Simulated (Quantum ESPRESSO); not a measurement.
# TePb (Fm-3m) in Quantum ESPRESSO: convergence with k mesh

Aim: find how far k mesh must go before the results for TePb settle, at PBEsol. This setting moves, with any that are tied to it; all else stays.

Everything below comes from runs of Quantum ESPRESSO 7.5. Logs are shortened: lines on timing, memory, paths and dates and some standing lists are left out, and cuts for length are marked.

### 1 Starting point

It takes space group Fm-3m (No. 225, cubic). Conventional cell: a = 6.462 Å, b = 6.462 Å, c = 6.462 Å, α = 90.00°, β = 90.00°, γ = 90.00°. Pb (site symmetry m-3m) has 6 Te at 3.23 Å as nearest neighbours. Around Te (site symmetry m-3m) lie 6 Pb at 3.23 Å.

### 2 With k mesh 1 × 1 × 1

The input, pw.in:

```
&CONTROL
  calculation = 'scf'
  prefix = 'pwscf'
  outdir = './tmp'
  pseudo_dir = './pseudo'
  tprnfor = .true.
  tstress = .true.
  disk_io = 'nowf'
/
&SYSTEM
  ibrav = 0
  nat = 2
  ntyp = 2
  ecutwfc = 45
  ecutrho = 360
  nbnd = 16
  occupations = 'smearing'
  smearing = 'gaussian'
  degauss = 0.00999582
/
&ELECTRONS
  conv_thr = 4d-10
  electron_maxstep = 120
  mixing_beta = 0.5
/
ATOMIC_SPECIES
Pb   207.2000 pb_pbesol_v1.uspp.F.UPF
Te   127.6000 te_pbesol_v1.uspp.F.UPF
CELL_PARAMETERS angstrom
   0.0000000000    3.2310000000    3.2310000000
   3.2310000000    0.0000000000    3.2310000000
   3.2310000000    3.2310000000    0.0000000000
ATOMIC_POSITIONS crystal
Pb     0.0000000000    0.0000000000    0.0000000000
Te     0.5000000000    0.5000000000    0.5000000000
K_POINTS automatic
1 1 1 0 0 0
```

Potentials or basis: GBRV 1.5 PBEsol.

On the command line:

```console
OMP_NUM_THREADS=1 pw.x -in pw.in > pw.out
```

pw.out:

```text
This program is part of the open-source Quantum ESPRESSO suite
     for quantum simulation of materials; please cite
[... 9 lines left out ...]
     --------------------
     sticks:   dense  smooth     PW     G-vecs:    dense   smooth      PW
     Sum        1843     925    235                52345    18499    2277

     Using Slab Decomposition

     bravais-lattice index     =            0
     lattice parameter (alat)  =       8.6348  a.u.
     unit-cell volume          =     455.2369 (a.u.)^3
     number of atoms/cell      =            2
     number of atomic types    =            2
     number of electrons       =        20.00
     number of Kohn-Sham states=           16
     kinetic-energy cutoff     =      45.0000  Ry
     charge density cutoff     =     360.0000  Ry
     scf convergence threshold =      4.0E-10
     mixing beta               =       0.5000
     number of iterations used =            8  plain     mixing
     Exchange-correlation= SLA  PW   PSX  PSC
                           (   1   4  10   8   0   0   0)

     celldm(1)=   8.634771  celldm(2)=   0.000000  celldm(3)=   0.000000
     celldm(4)=   0.000000  celldm(5)=   0.000000  celldm(6)=   0.000000

     crystal axes: (cart. coord. in units of alat)
               a(1) = (   0.000000   0.707107   0.707107 )
               a(2) = (   0.707107   0.000000   0.707107 )
               a(3) = (   0.707107   0.707107   0.000000 )

     reciprocal axes: (cart. coord. in units 2 pi/alat)
               b(1) = ( -0.707107  0.707107  0.707107 )
               b(2) = (  0.707107 -0.707107  0.707107 )
               b(3) = (  0.707107  0.707107 -0.707107 )

     PseudoPot. # 1 for Pb read from file:
     pb_pbesol_v1.uspp.F.UPF
     Pseudo is Ultrasoft + core correction, Zval = 14.0
     Generated by new atomic code, or converted to UPF format
     Using radial grid of  899 points,  6 beta functions with:
                l(1) =   0
                l(2) =   0
                l(3) =   1
                l(4) =   1
                l(5) =   2
                l(6) =   2
     Q(r) pseudized with  6 coefficients,  rinner =    1.000   1.000   1.000
                                                       1.000   1.000

     PseudoPot. # 2 for Te read from file:
     te_pbesol_v1.uspp.F.UPF
     Pseudo is Ultrasoft + core correction, Zval =  6.0
     Generated by new atomic code, or converted to UPF format
     Using radial grid of  891 points,  5 beta functions with:
                l(1) =   0
                l(2) =   0
                l(3) =   1
                l(4) =   1
                l(5) =   2
     Q(r) pseudized with  6 coefficients,  rinner =    1.800   1.800   1.800
                                                       1.800   1.800

     atomic species   valence    mass     pseudopotential
     Pb               14.00   207.20000     Pb( 1.00)
     Te                6.00   127.60000     Te( 1.00)

     48 Sym. Ops., with inversion, found

   Cartesian axes

     site n.     atom                  positions (alat units)
         1        Pb     tau(   1) = (   0.0000000   0.0000000   0.0000000  )
         2        Te     tau(   2) = (   0.7071068   0.7071068   0.7071068  )

     number of k points=     1  Gaussian smearing, width (Ry)=  0.0100
                       cart. coord. in units 2pi/alat
        k(    1) = (   0.0000000   0.0000000   0.0000000), wk =   2.0000000

     Dense  grid:    52345 G-vectors     FFT dimensions: (  54,  54,  54)

     Smooth grid:    18499 G-vectors     FFT dimensions: (  40,  40,  40)

     Initial potential from superposition of free atoms

     starting charge      19.9977, renormalised to      20.0000

     negative rho (up, down):  1.585E-02 0.000E+00
     Starting wfcs are   13 randomized atomic wfcs +    3 random wfcs

     Self-consistent Calculation

     iteration #  1     ecut=    45.00 Ry     beta= 0.50
     Davidson diagonalization with overlap
     ethr =  1.00E-02,  avg # of iterations =  3.0

     negative rho (up, down):  1.522E-02 0.000E+00

     total energy              =    -189.89015503 Ry
     estimated scf accuracy    <       0.22042862 Ry

     iteration #  2     ecut=    45.00 Ry     beta= 0.50
     Davidson diagonalization with overlap
     ethr =  1.10E-03,  avg # of iterations =  2.0

     negative rho (up, down):  1.609E-02 0.000E+00

     total energy              =    -189.94219379 Ry
     estimated scf accuracy    <       0.04746262 Ry

     iteration #  3     ecut=    45.00 Ry     beta= 0.50
     Davidson diagonalization with overlap
     ethr =  2.37E-04,  avg # of iterations =  2.0

     negative rho (up, down):  1.630E-02 0.000E+00

     total energy              =    -189.95378978 Ry
     estimated scf accuracy    <       0.00544033 Ry

     iteration #  4     ecut=    45.00 Ry     beta= 0.50
     Davidson diagonalization with overlap
     ethr =  2.72E-05,  avg # of iterations =  2.0

     negative rho (up, down):  1.634E-02 0.000E+00

     total energy              =    -189.95431437 Ry
     estimated scf accuracy    <       0.00013524 Ry

     iteration #  5     ecut=    45.00 Ry     beta= 0.50
     Davidson diagonalization with overlap
     ethr =  6.76E-07,  avg # of iterations =  4.0

     negative rho (up, down):  1.633E-02 0.000E+00

     total energy              =    -189.95434854 Ry
     estimated scf accuracy    <       0.00000569 Ry

     iteration #  6     ecut=    45.00 Ry     beta= 0.50
     Davidson diagonalization with overlap
     ethr =  2.84E-08,  avg # of iterations =  7.0

     negative rho (up, down):  1.631E-02 0.000E+00

     total energy              =    -189.95435264 Ry
     estimated scf accuracy    <       0.00000076 Ry

     iteration #  7     ecut=    45.00 Ry     beta= 0.50
     Davidson diagonalization with overlap
     ethr =  3.78E-09,  avg # of iterations =  2.0

     negative rho (up, down):  1.631E-02 0.000E+00

     total energy              =    -189.95435280 Ry
     estimated scf accuracy    <       0.00000002 Ry

     iteration #  8     ecut=    45.00 Ry     beta= 0.50
     Davidson diagonalization with overlap
     ethr =  9.29E-11,  avg # of iterations =  6.0

     negative rho (up, down):  1.632E-02 0.000E+00

     total energy              =    -189.95435287 Ry
     estimated scf accuracy    <          3.3E-09 Ry

     iteration #  9     ecut=    45.00 Ry     beta= 0.50
     Davidson diagonalization with overlap
     ethr =  1.66E-11,  avg # of iterations =  2.0

     negative rho (up, down):  1.632E-02 0.000E+00

     End of self-consistent calculation

          k = 0.0000 0.0000 0.0000 (  2277 PWs)   bands (ev):

    -9.1058  -9.1058  -9.1058  -9.0603  -9.0603  -4.0095   2.3080   6.6439
     6.6439   6.6439  11.7621  11.7621  11.7621  13.5689  13.5689  13.5689

     the Fermi energy is     8.5802 ev

!    total energy              =    -189.95435288 Ry
     estimated scf accuracy    <          2.2E-10 Ry
     smearing contrib. (-TS)   =      -0.00000000 Ry
     internal energy E=F+TS    =    -189.95435288 Ry

     The total energy is F=E-TS. E is the sum of the following terms:
     one-electron contribution =     -46.02338239 Ry
     hartree contribution      =      35.82892624 Ry
     xc contribution           =     -77.66168664 Ry
     ewald contribution        =    -102.09821009 Ry

     convergence has been achieved in   9 iterations

     negative rho (up, down):  1.632E-02 0.000E+00

     Forces acting on atoms (cartesian axes, Ry/au):

     atom    1 type  1   force =    -0.00000000   -0.00000000    0.00000000
     atom    2 type  2   force =    -0.00000000   -0.00000000    0.00000000

     Total force =     0.000000     Total SCF correction =     0.000000

     Computing stress (Cartesian axis) and pressure

     negative rho (up, down):  1.632E-02 0.000E+00
          total   stress  (Ry/bohr**3)                   (kbar)     P=      241.15
   0.00163932   0.00000000  -0.00000000          241.15        0.00       -0.00
  -0.00000000   0.00163932   0.00000000           -0.00      241.15        0.00
  -0.00000000  -0.00000000   0.00163932           -0.00       -0.00      241.15

=------------------------------------------------------------------------------=
   JOB DONE.
=------------------------------------------------------------------------------=
```

Wall time 9.8 s (1 thread of Arm Neoverse V1, shared host); peak memory 0.21 GiB.

Results:

```yaml
Free_energy: -2584.4606 eV
Pressure: 24.1 GPa
```

### 3 With k mesh 2 × 2 × 2

pw.in: that of step 2 with these lines changed.

```diff
@@ -36,2 +36,2 @@
 K_POINTS automatic
-1 1 1 0 0 0
+2 2 2 0 0 0
```

Potentials or basis: GBRV 1.5 PBEsol.

On the command line:

```console
OMP_NUM_THREADS=1 pw.x -in pw.in > pw.out
```

Wall time 11 s (1 thread of Arm Neoverse V1, shared host); peak memory 0.21 GiB.

What came out:

| Quantity | Value |
| --- | --- |
| Free energy | -2588.4807 eV |
| Pressure | 7.1 GPa |
| Band gap on the k mesh | 0.48 eV, direct |

### 4 With k mesh 3 × 3 × 3

pw.in: that of step 3 with these lines changed.

```diff
@@ -36,2 +36,2 @@
 K_POINTS automatic
-2 2 2 0 0 0
+3 3 3 0 0 0
```

On the command line:

```console
OMP_NUM_THREADS=1 pw.x -in pw.in > pw.out
```

Wall time 12 s (1 thread of Arm Neoverse V1, shared host); peak memory 0.21 GiB.

Results:

```
Free energy : -2590.2811 eV
Pressure    : -0.7 GPa
```

### 5 With k mesh 4 × 4 × 4

pw.in: that of step 4 with these lines changed.

```diff
@@ -36,2 +36,2 @@
 K_POINTS automatic
-3 3 3 0 0 0
+4 4 4 0 0 0
```

On the command line:

```console
OMP_NUM_THREADS=1 pw.x -in pw.in > pw.out
```

It took 14 s on 1 thread of Arm Neoverse V1, shared host; peak memory 0.22 GiB.

Results:

```yaml
Free_energy: -2590.2216 eV
Pressure: -0.5 GPa
Band_gap_on_the_k_mesh: 0.64 eV, direct
```

### 6 With k mesh 5 × 5 × 5

pw.in: that of step 5 with these lines changed.

```diff
@@ -36,2 +36,2 @@
 K_POINTS automatic
-4 4 4 0 0 0
+5 5 5 0 0 0
```

Potentials or basis: GBRV 1.5 PBEsol.

On the command line:

```console
OMP_NUM_THREADS=1 pw.x -in pw.in > pw.out
```

Wall time 16 s (1 thread of Arm Neoverse V1, shared host); peak memory 0.22 GiB.

It converged, with:

| Quantity | Value |
| --- | --- |
| Free energy | -2590.2316 eV |
| Pressure | -0.6 GPa |

### 7 With k mesh 6 × 6 × 6

pw.in: that of step 6 with these lines changed.

```diff
@@ -36,2 +36,2 @@
 K_POINTS automatic
-5 5 5 0 0 0
+6 6 6 0 0 0
```

On the command line:

```console
OMP_NUM_THREADS=1 pw.x -in pw.in > pw.out
```

It took 21 s on 1 thread of Arm Neoverse V1, shared host; peak memory 0.22 GiB.

It converged, with:

```
Free energy            : -2590.2306 eV
Pressure               : -0.6 GPa
Band gap on the k mesh : 0.64 eV, direct
```

### 8 With k mesh 7 × 7 × 7

pw.in: that of step 7 with these lines changed.

```diff
@@ -36,2 +36,2 @@
 K_POINTS automatic
-6 6 6 0 0 0
+7 7 7 0 0 0
```

On the command line:

```console
OMP_NUM_THREADS=1 pw.x -in pw.in > pw.out
```

It took 21 s on 1 thread of Arm Neoverse V1, shared host; peak memory 0.22 GiB.

Results (log left out):

* Free energy: -2590.2312 eV
* Pressure: -0.6 GPa

### 9 With k mesh 8 × 8 × 8

pw.in: that of step 8 with these lines changed.

```diff
@@ -36,2 +36,2 @@
 K_POINTS automatic
-7 7 7 0 0 0
+8 8 8 0 0 0
```

Potentials or basis: GBRV 1.5 PBEsol.

On the command line:

```console
OMP_NUM_THREADS=1 pw.x -in pw.in > pw.out
```

Run time: 29 s. Hardware: 1 thread of Arm Neoverse V1, shared host; peak memory 0.23 GiB.

The run converged. Its results:

```
Free energy            : -2590.2295 eV
Pressure               : -0.6 GPa
Band gap on the k mesh : 0.64 eV, direct
```

### 10 With k mesh 10 × 10 × 10

pw.in: that of step 9 with these lines changed.

```diff
@@ -36,2 +36,2 @@
 K_POINTS automatic
-8 8 8 0 0 0
+10 10 10 0 0 0
```

On the command line:

```console
OMP_NUM_THREADS=1 pw.x -in pw.in > pw.out
```

Run time: 38 s. Hardware: 1 thread of Arm Neoverse V1, shared host; peak memory 0.24 GiB.

The run converged. Its results:

```
Free energy            : -2590.2297 eV
Pressure               : -0.6 GPa
Band gap on the k mesh : 0.64 eV, direct
```

### 11 Summary

```tsv
k mesh	energy less the tightest run, at zero smearing (meV/atom)	pressure (GPa)	SCF cycles	CPU time (s)	peak memory (GiB)
1 × 1 × 1	2884.54	24.12	9	9.8	0.21
2 × 2 × 2	875.30	7.10	9	11	0.21
3 × 3 × 3	-25.67	-0.66	9	12	0.21
4 × 4 × 4	4.08	-0.55	8	14	0.22
5 × 5 × 5	-0.94	-0.57	9	16	0.22
6 × 6 × 6	-0.44	-0.55	9	21	0.22
7 × 7 × 7	-0.73	-0.59	8	21	0.22
8 × 8 × 8	0.08	-0.56	9	29	0.23
10 × 10 × 10	0.00	-0.57	8	38	0.24
```

Against the tightest run, the energy stays within 1 meV/atom from 5 × 5 × 5 on; the pressure stays within 0.1 GPa from 3 × 3 × 3 on. Meshes of other sizes hit other points, so gaps and Fermi surfaces needn't settle smoothly. The tightest run that finished is the yardstick and may itself not be fully converged.

Caveats: spin-orbit coupling is left out, which as a rule narrows the gap of such compounds by several tenths of an eV.
